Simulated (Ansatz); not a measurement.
# Convergence of a linear-scaling basis for generalised stacking fault on (110) of a LiCl-LiBr solid solution (56 atoms), part 2 of 2

Aim: test how closely localised support functions follow the reference on generalised stacking fault on (110) of a LiCl-LiBr solid solution (56 atoms), and at what cost. A setting counts as converged where the r.m.s. difference of forces stays under 1 % of the r.m.s. force.

Ansatz 0.2.0; Kohn-Sham DFT, PBE, PAW (set soft_2), plane waves.

The cell: 28 Li, 10 Br and 18 Cl. The cell is under 6 Å thick along one periodic direction. The host structure and its lattice constant were typed by rule, without a check against the phase diagram.

So far. Step 11 (Support functions medium, radius 5.95 Å): Forces differ from the reference by 0.069 meV/Å r.m.s., 0.015 % of their size, well within a tolerance of 1 %; the energy by -0.25 meV/atom. It took 4.6 min and 18 cycles; the reference's time can't be set against it, since the two runs asked for unlike analyses.

## Step 13: The reference in detail (continued)

ELF in the ca plane at fractional y = 0.000, with atoms of Li and Br and Cl within 0.2 Å of it. It is the smooth field of the valence electrons, not physical close to the nuclei.

Ten even steps from '0' (0.16 × 1e-1) to '9' (9.91 × 1e-1), each cell a mean:
```
20110377876200168888861037887887202787358851
02882023331034025777620005888886101688788850
03995000000299501222103511467762000378888620
10451022210199500000018970012210473035665200
61000467763024103332117960000000898101111048
84003788887300147777511310344310596001000079
85105887788610378888840004788762020045542038
85105884378610488768862027888886101478887300
85004886688610488527872038875787202788888730
62002788888610478768872038862687303787478851
10110377876200168888861027887887203787368851
03982023331033025777620005788886102688788740
03994000000299401222103510467762000378888620
20451022210199500000018970012210362035665200
72000477763024103332107960000000897001111038
85103788887300147777511310344310697000000069
86105887788610378888840004788761021035542028
86105884378610488768862027888885100478887300
86104886688610488527872038875787202688888730
73002788888510478768872038863687302787468851
```
Columns run along c (16.0 Å, from fractional 0.39 to 1.00 of the cell), rows up along a (7.4 Å). Atoms in or near the plane, at fractional coordinates: Li at (0.99, 0.71), Li at (0.43, 0.87), Cl at (0.50, 0.61), Li at (0.57, 0.84), Cl at (0.64, 0.57), Li at (0.71, 0.79), Cl at (0.78, 0.52), Li at (0.85, 0.75), Cl at (0.92, 0.48), Li at (0.99, 0.21), Li at (0.42, 0.37), Cl at (0.50, 0.11), Li at (0.57, 0.34), Cl at (0.64, 0.07) and more.

Mean Löwdin charges: Br -0.55, Cl -0.63, Li +0.66 e (they miss 0.62 % of the electrons, so they add up to more than the cell's charge).

## Step 14: Distances and neighbours

Bonds and neighbours are counted at the geometry of the runs.

Density 2.63 g/cm³, 18.40 Å³ an atom.

g(r), total and by pair (bins of 0.2 Å):

```csv
r (Å),total,Li-Li,Li-Cl,Li-Br,Cl-Cl,Cl-Br,Br-Br
2.00,0.18,0.00,0.00,1.02,0.00,0.00,0.00
2.20,0.06,0.00,0.18,0.00,0.00,0.00,0.00
2.40,0.00,0.00,0.00,0.00,0.00,0.00,0.00
2.60,6.05,0.00,12.45,11.45,0.00,0.00,0.00
2.80,0.00,0.00,0.00,0.00,0.00,0.00,0.00
3.00,0.00,0.00,0.00,0.00,0.00,0.00,0.00
3.20,0.00,0.00,0.00,0.00,0.00,0.00,0.00
3.40,0.18,0.37,0.00,0.00,0.00,0.40,1.44
3.60,0.35,0.46,0.00,0.00,0.75,1.18,0.60
3.80,5.55,11.30,0.00,0.00,12.05,10.00,10.05
4.00,0.07,0.00,0.05,0.28,0.00,0.00,0.00
4.20,0.12,0.23,0.00,0.00,0.00,0.51,0.00
4.40,0.08,0.16,0.00,0.00,0.13,0.11,0.41
4.60,2.69,0.05,5.35,5.25,0.00,0.11,0.00
4.80,0.09,0.18,0.00,0.00,0.00,0.20,0.72
5.00,0.17,0.00,0.26,0.47,0.00,0.00,0.00
5.20,1.65,2.98,0.24,0.43,3.27,2.46,4.13
5.40,0.01,0.04,0.00,0.00,0.00,0.00,0.00
5.60,0.07,0.00,0.05,0.27,0.00,0.00,0.00
5.80,3.76,0.00,7.95,6.74,0.00,0.00,0.00
6.00,0.81,0.00,1.53,1.75,0.00,0.00,0.00
6.20,0.00,0.00,0.00,0.00,0.00,0.00,0.00
6.40,3.87,7.76,0.00,0.00,8.05,7.79,6.70
6.60,0.11,0.10,0.06,0.23,0.06,0.11,0.19
6.80,0.16,0.21,0.11,0.13,0.00,0.45,0.00
7.00,0.28,0.19,0.26,0.53,0.11,0.28,0.34
7.20,0.15,0.28,0.02,0.03,0.19,0.31,0.31
7.40,1.39,2.73,0.01,0.08,2.93,2.54,2.67
```

Bonds by pair of elements; cutoffs follow the first minimum of g(r), held within bounds set by covalent radii, and pairs that aren't listed don't count as bonded:

```csv
pair A-B,cutoff (Å),bonds,mean length (Å),spread (Å),shortest (Å),B about A,A about B
Li-Cl,3.06,107,2.63,0.052,2.10,3.82,5.94
Li-Br,3.02,57,2.60,0.123,2.07,2.04,5.7
```

How many atoms have how many bonded neighbours:

```csv
element,mean,5,6
Br,5.7,3,7
Cl,5.94,1,17
Li,5.86,4,24
```

By these cutoffs 70 % of Br atoms have 6, 94 % of Cl atoms have 6 and 86 % of Li atoms have 6 bonded neighbours.

The surroundings of Li29, which has 5 bonded neighbours where the commonest count for Li is 6, nearest first, numbered as they follow in the input and with coordinates relative to it.

```csv
atom,x,y,z,distance (Å),bonds,Löwdin charge (e),Fx,Fy,Fz (eV/Å)
Li29,0.00,0.00,0.00,0.00,5,0.64,0.18,0.00,2.13
Br56,-0.34,-0.01,-2.05,2.08,5,-0.56,-0.40,-0.03,-2.35
Br44,1.83,-0.03,1.88,2.62,6,-0.54,0.04,0.04,-0.14
Cl30,-1.86,-0.03,1.85,2.63,6,-0.63,-0.05,0.04,-0.03
Br16,-0.01,2.63,0.00,2.63,5,-0.57,0.37,-0.03,2.39
Br16,-0.01,-2.64,0.00,2.64,5,-0.57,0.37,-0.03,2.39
Li15,-0.32,2.63,-2.05,3.35,5,0.66,-0.30,-0.01,-2.34
Li15,-0.32,-2.64,-2.05,3.35,5,0.66,-0.30,-0.01,-2.34
Li17,1.83,2.61,1.85,3.69,6,0.64,0.01,0.00,0.19
Li3,-1.88,2.60,1.86,3.71,6,0.66,0.00,0.01,0.18
Li43,3.71,-0.01,0.01,3.71,5,0.67,0.24,-0.01,0.93
Li17,1.83,-2.65,1.85,3.72,6,0.64,0.01,0.00,0.19
Li31,-0.02,-0.02,3.72,3.72,6,0.66,-0.27,0.00,0.02
Li43,-3.74,-0.01,0.01,3.74,5,0.67,0.24,-0.01,0.93
Li3,-1.88,-2.67,1.86,3.76,6,0.66,0.00,0.01,0.18
```

The column of bonds counts only the pairs Li-Cl within 3.06 Å, Li-Br within 3.02 Å; other neighbours, such as metal atoms beside each other in a compound, aren't counted, and periodic images can show an atom twice.

## Step 15: What came out

| Property | Result |
| --- | --- |
| free energy per atom | -948.0022 eV/atom |
| density | 2.63 g/cm³ |
| pressure | 1.318 GPa |
| r.m.s. force component | 0.4546 eV/Å |
| gap (highest filled to lowest empty level) | 5.346 eV |
| wall time of the 10 DFT runs | 19 min |

In words: Against plane waves at 420 eV, the forces differ by 0.13 meV/Å (0.028 %) with support functions medium, and by 0.045 meV/Å in the closest run (support functions high). At 56 atoms the fastest of the runs at a preset level, support functions low, takes roughly 1.4 times the time of plane waves (whose run also made extra analyses, so the like-for-like ratio is larger), in 15 SCF cycles against 7. Differences between support functions and plane waves include what basis error the plane-wave run still has. As the radius goes from 3.85 to 5.95 Å, the force difference goes from 0.14 to 0.069 meV/Å, and the time from 62 s to 4.6 min.

Filled and empty levels are parted by 5.35 eV on the run's k-points; the mesh holds the band edges only if they fold onto it, so the gap at this level can be narrower or closed, while semilocal functionals tend to narrow gaps against experiment. With the cutoffs above, 70 % of Br atoms have 6, 94 % of Cl atoms have 6 and 86 % of Li atoms have 6 bonded neighbours.

**Limits.** The geometry was built by rule, was displaced at random and isn't relaxed at this level: its force components are 0.45 eV/Å r.m.s.

[Logs are printed without paths, hosts, clocks, repeated set-up lines and the standing remarks that a program may print on its own settings, such as how far it seeks lower states.]

[Hosts, paths, dates, database ids (printed as entryN), source tags and the programs' standing remarks are cut or masked in the printed files.]
